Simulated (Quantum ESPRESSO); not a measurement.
The system is BAs.

```
CELL_PARAMETERS angstrom
0.00000 2.38850 2.38850
2.38850 0.00000 2.38850
2.38850 2.38850 0.00000
ATOMIC_POSITIONS crystal
As 0.75000 0.75000 0.75000
B 0.00000 0.00000 0.00000
```

Base run:

- Program: Quantum ESPRESSO 7.5
- Functional: BLYP
- Potentials or basis: GBRV 1.5 PBE
- Cutoff: 612 eV
- Density cutoff: 4898 eV
- k mesh: 8 × 8 × 8, shifted
- Occupations: fermi-dirac, width 0.05 eV
- Spin: no spin polarisation

Its results: pressure 9.2 GPa; electronic dielectric tensor (diagonal) 9.47.

After a change of settings the same cell gave: pressure 3.7 GPa; electronic dielectric tensor (diagonal) 9.74. Which change was it?
A. functional from BLYP to LDA; potentials or basis from GBRV 1.5 PBE to GBRV 1.5 LDA
B. functional from BLYP to WC
C. functional from BLYP to PBE
D. functional from BLYP to PBEsol; potentials or basis from GBRV 1.5 PBE to GBRV 1.5 PBEsol

C.

PBE binds more tightly than BLYP, so the same cell stands under less pressure.

Caveats: the cell is more than 3 GPa from zero pressure, which shifts response properties; the potentials were made for another functional, which shifts forces and pressure (some runs).
